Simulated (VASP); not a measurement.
# LiSe2 (P-3m1) in VASP: further runs

One crystal, LiSe2, is run at these levels: PBE+D3(BJ); tasks: relaxation of cell and atoms, single point.

Program: VASP 6.6.1. These are calculated values, not measurements. Logs are shortened: lines on timing, memory, paths and dates and some standing lists are left out, and cuts for length are marked.

## (1) Starting point

Symmetry: P-3m1, No. 164, trigonal system. The conventional cell has a = 3.736 Å, b = 3.736 Å, c = 6.004 Å, α = 90.00°, β = 90.00°, γ = 120.00°. Li (site symmetry -3m) is surrounded by 6 Se at 2.65 Å. Around Se (site symmetry 3m) lie 3 Li at 2.65 Å.

The cell was built by a generator and needn't be a form met in nature.

## (2) Relaxation of cell and atoms, PBE+D3(BJ)

INCAR

```
PREC     = Accurate       # precision mode
ENCUT    = 600            # plane-wave cutoff, eV
EDIFF    = 1E-6           # SCF threshold, eV
ISMEAR   = 0              # smearing method
SIGMA    = 0.1            # smearing width, eV
LREAL    = False          # projectors in reciprocal space
LASPH    = True           # aspherical terms in the spheres
NELM     = 100            # most SCF steps
ALGO     = Normal         # electronic algorithm
ISIF     = 3              # what is computed and relaxed
LWAVE    = False          # write WAVECAR
LCHARG   = False          # write CHGCAR
GGA      = PE             # functional
IVDW     = 12             # dispersion correction
IBRION   = 2              # ionic algorithm
NSW      = 90             # ionic steps
EDIFFG   = -0.04          # ionic threshold
```

KPOINTS

```
Automatic mesh
0
Gamma
  6 6 4
```

POSCAR

```
LiSe2
1.0
    3.7365000000      0.0000000000      0.0000000000
   -1.8682500000      3.2359039200      0.0000000000
    0.0000000000      0.0000000000      6.0037569900
Li Se
1 2
Direct
    0.0000000000      0.0000000000      0.5000000000
    0.3333333300      0.6666666700      0.7563485900
    0.6666666700      0.3333333300      0.2436514100
```

Potentials or basis: VASP PAW PBE potentials, release 64 (Li_sv, Se).

On the command line:

```
$ cat potpaw_PBE.64/Li_sv/POTCAR potpaw_PBE.64/Se/POTCAR > POTCAR
$ mpirun -np 1 vasp_std > vasp.out
```

OUTCAR:

```text
PREC = Accurate
   ENCUT = 600
   EDIFF = 1E-6
   ISMEAR = 0
   LREAL = False
   LASPH = True
   NELM = 100
   ISIF = 3
   GGA = PE
   IVDW = 12
   IBRION = 2
   NSW = 90
   EDIFFG = -0.04
 IVDW          = 12

 ion  position               nearest neighbor table
   1  0.000  0.000  0.500-   2 2.65   3 2.65   2 2.65   3 2.65   3 2.65   2 2.65
   2  0.333  0.667  0.756-   1 2.65   1 2.65   1 2.65
   3  0.667  0.333  0.244-   1 2.65   1 2.65   1 2.65

  LATTYP: Found a hexagonal cell.
 ALAT       =     3.7365000000
 C/A-ratio  =     1.6067862947

  Lattice vectors:

 A1 = (   3.7365000000,   0.0000000000,   0.0000000000)
 A2 = (  -1.8682500000,   3.2359039200,   0.0000000000)
 A3 = (   0.0000000000,   0.0000000000,   6.0037569900)

Analysis of symmetry for initial positions (statically):
=====================================================================
 Subroutine PRICEL returns:
 Original cell was already a primitive cell.

 Routine SETGRP: Setting up the symmetry group for a
 hexagonal supercell.

 Subroutine GETGRP returns: Found 12 space group operations
 (whereof 12 operations were pure point group operations)
 out of a pool of 24 trial point group operations.

The static configuration has the point symmetry D_3d.

Analysis of symmetry for dynamics (positions and initial velocities):
=====================================================================
 Subroutine PRICEL returns:
 Original cell was already a primitive cell.

 Routine SETGRP: Setting up the symmetry group for a
 hexagonal supercell.

 Subroutine GETGRP returns: Found 12 space group operations
 (whereof 12 operations were pure point group operations)
 out of a pool of 24 trial point group operations.

The dynamic configuration has the point symmetry D_3d.

 Subroutine INISYM returns: Found 12 space group operations
 (whereof 12 operations are pure point group operations),
 and found     1 'primitive' translations

----------------------------------------------------------------------------------------

                                     Primitive cell

  volume of cell :      72.5912

  direct lattice vectors                    reciprocal lattice vectors
     3.736500000  0.000000000  0.000000000     0.267630135  0.154516331  0.000000000
    -1.868250000  3.235903920  0.000000000     0.000000000  0.309032661  0.000000000
     0.000000000  0.000000000  6.003756990     0.000000000  0.000000000  0.166562371

  length of vectors
     3.736500000  3.736499999  6.003756990     0.309032661  0.309032661  0.166562371

  position of ions in fractional coordinates (direct lattice)
     0.000000000  0.000000000  0.500000000
     0.333333330  0.666666670  0.756348590
     0.666666670  0.333333330  0.243651410

  ion indices of the primitive-cell ions
   primitive index   ion index
                 1           1
                 2           2
                 3           3

----------------------------------------------------------------------------------------

 KPOINTS: Automatic mesh

Automatic generation of k-mesh.
 Grid dimensions read from file:
 generate k-points for:    6    6    4

 Generating k-lattice:

  Cartesian coordinates                     Fractional coordinates (reciprocal lattice)
     0.044605023  0.025752722  0.000000000     0.166666667  0.000000000  0.000000000
     0.000000000  0.051505444  0.000000000     0.000000000  0.166666667  0.000000000
     0.000000000  0.000000000  0.041640593     0.000000000  0.000000000  0.250000000

  Length of vectors
     0.051505444  0.051505444  0.041640593

  Shift w.r.t. Gamma in fractional coordinates (k-lattice)
     0.000000000  0.000000000  0.000000000

 Subroutine IBZKPT returns following result:
 ===========================================

 Found     24 irreducible k-points:

 Following reciprocal coordinates:
            Coordinates               Weight
  0.000000  0.000000  0.000000      1.000000
  0.166667 -0.000000  0.000000      6.000000
  0.333333 -0.000000  0.000000      6.000000
  0.500000 -0.000000  0.000000      3.000000
  0.166667  0.166667  0.000000      6.000000
  0.333333  0.166667  0.000000     12.000000
[... 16 lines left out ...]
  0.333333  0.166667  0.500000     12.000000
  0.333333  0.333333  0.500000      2.000000
   k-points           NKPTS =     24   k-points in BZ     NKDIM =     24   number of bands    NBANDS=     11
   number of dos      NEDOS =    301   number of ions     NIONS =      3
   total plane-waves  NPLWV =  43200
   dimension x,y,z NGX =    30 NGY =   30 NGZ =   48
   dimension x,y,z NGXF=    60 NGYF=   60 NGZF=   96
   ions per type =               1   2
   NGX,Y,Z   is equivalent  to a cutoff of  13.35, 13.35, 13.29 a.u.
   NGXF,Y,Z  is equivalent  to a cutoff of  26.70, 26.70, 26.58 a.u.
 SYSTEM =  unknown system
   PREC   = accura    normal or accurate (medium, high low for compatibility)
   ISTART =      0    job   : 0-new  1-cont  2-samecut
   ICHARG =      2    charge: 1-file 2-atom 10-const
   ISPIN  =      1    spin polarized calculation?
   LNONCOLLINEAR =      F non collinear calculations
   LSORBIT =      F    spin-orbit coupling
   LASPH  =      T    aspherical Exc in radial PAW
   ENCUT  =  600.0 eV  44.10 Ry    6.64 a.u.   7.46  7.46 11.99*2*pi/ulx,y,z
   NELM   =    100;   NELMIN=  2; NELMDL= -5     # of ELM steps
   EDIFF  = 0.1E-05   stopping-criterion for ELM
   LREAL  =      F    real-space projection
   EDIFFG = -.4E-01   stopping-criterion for IOM
   NSW    =     90    number of steps for IOM
   IBRION =      2    ionic relax: 0-MD 1-quasi-New 2-CG
   NFREE  =      1    steps in history (QN), initial steepest desc. (CG)
   ISIF   =      3    stress and relaxation
   ISYM   =      2    0-nonsym 1-usesym 2-fastsym
   POTIM  = 0.5000    time-step for ionic-motion
   TEBEG  =    0.0;   TEEND  =   0.0 temperature during run
   PSTRESS=    0.0 pullay stress
   NELECT =      15.0000    total number of electrons
   NUPDOWN=      -1.0000    fix difference up-down
   EMIN   =  10.00;   EMAX   =-10.00  energy-range for DOS
   EFERMI =   0.00;   METHOD = LEGACY
   ISMEAR =     0;   SIGMA  =   0.10  broadening in eV -4-tet -1-fermi 0-gaus
   EFERMI_NEDOS =   21; number of points for ismear=-14 and -15
   IALGO  =     38    algorithm
   IMIX   =      4    mixing-type and parameters
     AMIX     =   0.40;   BMIX     =  1.00
     AMIX_MAG =   1.60;   BMIX_MAG =  1.00
  volume/ion in A,a.u.               =      24.20       163.29
  Fermi-wavevector in a.u.,A,eV,Ry     =   0.967856  1.828982 12.745189  0.936745
  Thomas-Fermi vector in A             =   2.097777
   LORBIT       =      0    0 simple, 1 ext, 2 COOP (PROOUT), +10 PAW based schemes
   GGA     = PE    functional components
   LHFCALC =     F    Hartree Fock is set to
   AEXX    =    0.0000 exact exchange contribution
   IVDW    =    12    specifies the selected vdW correction
   LEPSILON=     F    determine dielectric tensor
   LRPA    =     F    only Hartree local field effects (RPA)
 conjugate gradient relaxation of ions
 non-spin polarized calculation
 Gauss-broadening in eV      SIGMA  =   0.10
  energy-cutoff  :      600.00
  volume of cell :       72.59
 maximum number of plane-waves:      2448
 NGX is ok and might be reduce to    30
   NGX = 15   NGY = 15   NGZ = 23

--------------------------------------- Ionic step        1  -------------------------------------------

 number of electron      15.0000011 magnetization

 Free energy of the ion-electron system (eV)
  ---------------------------------------------------
  ext. energy  EPLUGINS =         0.00000000
  ---------------------------------------------------
  free energy    TOTEN  =        -8.51359360 eV

  energy without entropy =       -8.49216337  energy(sigma->0) =       -8.50287849

------------------------ aborting loop because EDIFF is reached ----------------------------------------

 Edisp (eV)   -0.81123

 E8    (eV) :    -0.3377
[... 32 lines left out ...]
--------------------------------------- Ionic step        2  -------------------------------------------

 number of electron      15.0000000 magnetization

 E-fermi :   2.2174     XC(G=0):  -9.2493

 val. band max:        2.2116256512   @ k =   0.3333  -0.0000   0.5000
 cond. band min:       2.2367195670   @ k =   0.1667   0.1667   0.2500
 fundamental gap:      0.0250939158
 Fermi energy:         2.2173574263

 k-point     1 :       0.0000    0.0000    0.0000
  band No.  band energies     occupation
      1     -42.3630      2.00000
      2     -11.0387      2.00000
      3      -9.5666      2.00000
      4      -1.8453      2.00000
      5       2.6201      0.00000
      6       2.6201      0.00000
      7       3.2457      0.00000
      8       3.2457      0.00000
      9       3.6190      0.00000
     10       8.3258      0.00000
     11       9.3107      0.00000
[... 395 lines left out ...]
  FREE ENERGIE OF THE ION-ELECTRON SYSTEM (eV)
  ---------------------------------------------------
  free  energy   TOTEN  =        -9.8776401431 eV

  energy  without entropy=       -9.8604077441  energy(sigma->0) =       -9.86902394

 E-fermi :   4.5718     XC(G=0): -10.0342

 val. band max:        4.5252028554   @ k =   0.3333  -0.0000   0.5000
 cond. band min:       4.6048683077   @ k =   0.5000  -0.0000   0.2500
 fundamental gap:      0.0796654523
 Fermi energy:         4.5717904223

 k-point     1 :       0.0000    0.0000    0.0000
  band No.  band energies     occupation
      1     -40.6430      2.00000
      2     -10.5842      2.00000
      3      -6.5383      2.00000
      4      -0.2801      2.00000
      5       2.7986      2.00000
      6       2.7986      2.00000
      7       4.7660      0.00601
      8       4.7660      0.00601
      9       6.2342      0.00000
     10       9.4576      0.00000
     11      11.5366      0.00000
[... 309 lines left out ...]
 k-point    24 :       0.3333    0.3333    0.5000
  band No.  band energies     occupation
      1     -40.6400      2.00000
      2      -8.0429      2.00000
      3      -8.0429      2.00000
      4      -0.9112      2.00000
      5      -0.9112      2.00000
      6       0.0132      2.00000
      7       2.1808      2.00000
      8       6.5660      0.00000
      9       6.5660      0.00000
     10      13.3156      0.00000
     11      13.3156      0.00000

[... ionic steps 4 to 19 ...]

--------------------------------------- Ionic step       20  -------------------------------------------

 number of electron      15.0000001 magnetization

------------------------ aborting loop because EDIFF is reached ----------------------------------------
[... 77 lines left out ...]
--------------------------------------- Ionic step       22  -------------------------------------------

 number of electron      15.0000001 magnetization

 Free energy of the ion-electron system (eV)
  ---------------------------------------------------
  ext. energy  EPLUGINS =         0.00000000
  ---------------------------------------------------
  free energy    TOTEN  =        -9.52285444 eV

  energy without entropy =       -9.51533841  energy(sigma->0) =       -9.51909643

 E-fermi :   3.8118     XC(G=0):  -9.7164

 val. band max:        3.7942399398   @ k =   0.0000   0.3333   0.2500
 cond. band min:       3.8191594637   @ k =   0.1667  -0.0000   0.5000
 fundamental gap:      0.0249195238
 Fermi energy:         3.8117705748

 k-point     1 :       0.0000    0.0000    0.0000
  band No.  band energies     occupation
      1     -41.4328      2.00000
      2     -10.7233      2.00000
      3      -6.9011      2.00000
      4      -0.1233      2.00000
      5       1.6996      2.00000
      6       1.6996      2.00000
      7       3.6708      1.95377
      8       3.6708      1.95376
      9       5.8878      0.00000
     10       7.8766      0.00000
     11      10.0274      0.00000
[... 354 lines left out ...]
  FREE ENERGIE OF THE ION-ELECTRON SYSTEM (eV)
  ---------------------------------------------------
  free  energy   TOTEN  =       -10.5843464212 eV

  energy  without entropy=      -10.5768303858  energy(sigma->0) =      -10.58058840

 reached required accuracy - stopping structural energy minimisation
```

It took 6.9 min on 1 thread of AMD EPYC 7R43 (Zen 3), shared host; peak memory 0.19 GiB.

What came out:

```
Free energy                            : -10.5843 eV
Relaxed volume                         : 18.52 Å³/atom
Relaxed cell                           : a = 3.937 Å, b = 3.937 Å, c = 4.139 Å, α = 90.00°, β = 90.00°, γ = 120.00°
Space group after relaxing (to 0.05 Å) : P-3m1 (No. 164)
Energy gained by relaxing              : 419.8 meV/atom
Ionic steps                            : 22
Pressure after relaxing                : -0.1 GPa
Largest force after relaxing           : 0.009 eV/Å
Band gap on the k mesh                 : none (metal or under the smearing width)
Dispersion energy per atom             : -0.354 eV
```

Forces in eV/Å, atoms in the order of the input:
```
Li   0.000  0.000  0.000
Se   0.000  0.000  0.009
Se   0.000  0.000 -0.009
```

The path:
| step | energy change (eV) | largest force (eV/Å) | pressure (GPa) | volume (Å³) |
| --- | --- | --- | --- | --- |
| 1 | 0.0000 | 0.2175 | -6.62 | 72.59 |
| 2 | -0.3952 | 0.5716 | -4.29 | 62.57 |
| 3 | -0.5528 | 0.9053 | -0.25 | 55.51 |
| 4 | -0.5623 | 1.0319 | 1.93 | 53.11 |
| 5 | -0.7825 | 1.0258 | 4.85 | 50.16 |
| 6 | 0.4449 | 3.4903 | 36.50 | 40.81 |
| 7 | -0.8106 | 0.9144 | 7.73 | 48.48 |
| 8 | -0.7044 | 0.5790 | 17.25 | 44.71 |
| 9 | -0.8507 | 0.5700 | 10.23 | 47.18 |
| 10 | -1.0038 | 0.0465 | 8.13 | 48.56 |
| 11 | -1.0517 | 0.6375 | 6.97 | 49.74 |
| 12 | -1.1371 | 0.3842 | 3.50 | 51.93 |
| 13 | -1.1762 | 0.1092 | -0.76 | 55.64 |
| 14 | -1.1771 | 0.1380 | -0.26 | 55.14 |
| 15 | -1.1879 | 0.1680 | -0.29 | 55.23 |
| 16 | -1.2187 | 0.2331 | -0.37 | 55.46 |
| 17 | -1.2545 | 0.1739 | -0.35 | 55.80 |
| 18 | -1.2566 | 0.1058 | -0.27 | 55.89 |
| 19 | -1.2570 | 0.1302 | -0.31 | 55.87 |
| 20 | -1.2593 | 0.0250 | 0.12 | 55.40 |
| 21 | -1.2593 | 0.0168 | 0.15 | 55.37 |
| 22 | -1.2595 | 0.0087 | -0.07 | 55.57 |

Final structure:
```xyz
3
Lattice="3.9373 0.0000 0.0000 -1.9687 3.4098 0.0000 0.0000 0.0000 4.1391" Properties=species:S:1:pos:R:3 pbc="T T T"
Li    1.9687    3.4098    2.0696
Se    0.0000    2.2732    3.1758
Se    1.9687    1.1366    0.9633
```

Levels at points of the mesh, in eV from the Fermi level:
```csv
k point,band 4,band 5,band 6,band 7,band 8,band 9,band 10,band 11
"(0.00, 0.00, 0.00)",-3.94,-2.11,-2.11,-0.14,-0.14,2.08,4.06,6.22
"(0.50, 0.00, 0.00)",-3.86,-3.59,-2.50,-1.42,-0.59,1.22,4.34,7.94
"(0.00, 0.00, 0.50)",-1.49,-1.41,-1.18,-1.18,-0.70,-0.70,5.80,5.93
"(0.50, 0.00, 0.50)",-5.41,-4.95,-1.87,-1.75,0.17,0.87,6.95,8.11
```

Caveat: the cutoff is under 1.25 times the usual one of these potentials, so pressure, stress and relaxed cells hold a basis-set (Pulay) error; the volume moved by over 15 % at a fixed basis, so the end points are rough; pairwise dispersion overbinds metals, which lowers pressure and volume.

## (3) Single point, PBE+D3(BJ) (cell x2)

INCAR

```
  PREC = Accurate
  ENCUT = 520
  EDIFF = 1E-6
  ISMEAR = 0
  SIGMA = 0.2
  LREAL = F
  LASPH = T
  NELM = 100
  ALGO = Normal
  ISIF = 2
  LWAVE = F
  LCHARG = T
  GGA = PE
  IVDW = 12
  LELF = T
  LVHAR = T
  NBANDS = 24
```

KPOINTS

```
regular mesh
0
Gamma
  6 6 4
```

POSCAR

```
LiSe2
1.0
    4.0338182944      0.0000000000      0.0000000000
   -2.0169091472      3.4933891172      0.0000000000
    0.0000000000      0.0000000000      7.9124364870
Li Se
2 4
Direct
    0.0000000000      0.0000000000      0.2500000000
    0.0000000000      0.0000000000      0.7500000000
    0.3333333333      0.6666666667      0.3832128398
    0.3333333333      0.6666666667      0.8832128398
    0.6666666667      0.3333333333      0.1167871602
    0.6666666667      0.3333333333      0.6167871602
```

Potentials or basis: VASP PAW PBE potentials, release 64 (Li_sv, Se).

On the command line:

```
$ cat potpaw_PBE.64/Li_sv/POTCAR potpaw_PBE.64/Se/POTCAR > POTCAR
$ mpirun -np 1 vasp_std > vasp.out
```

It took 84 s on 1 thread of AMD EPYC 7R43 (Zen 3), shared host; peak memory 0.21 GiB.

Results (log left out):

```yaml
Free_energy: -21.2042 eV
Largest_force: 0.021 eV/Å
Band_gap_on_the_k_mesh: none (metal or under the smearing width)
Dispersion_energy_per_atom: -0.352 eV
```

Forces on the atoms (eV/Å):
```
Li   0.000  0.000  0.000
Li   0.000  0.000  0.000
Se   0.000  0.000  0.021
Se   0.000  0.000  0.021
Se   0.000  0.000 -0.021
Se   0.000  0.000 -0.021
```

Levels at points of the mesh, in eV from the Fermi level:
| k point | band 13 | band 14 | band 15 | band 16 | band 17 | band 18 |
| --- | --- | --- | --- | --- | --- | --- |
| (0.00, 0.00, 0.00) | -1.46 | -1.00 | -1.00 | -0.43 | -0.43 | 1.96 |
| (0.50, 0.00, 0.00) | -1.98 | -1.13 | -0.51 | 0.01 | 0.74 | 1.25 |
| (0.00, 0.00, 0.50) | -0.53 | -0.53 | -0.53 | -0.53 | 0.48 | 0.48 |
| (0.50, 0.00, 0.50) | -1.16 | -1.16 | 0.00 | 0.00 | 1.24 | 1.24 |

Caveat: the cutoff is under 1.25 times the usual one of these potentials, so pressure, stress and relaxed cells hold a basis-set (Pulay) error; pairwise dispersion overbinds metals, which lowers pressure and volume.
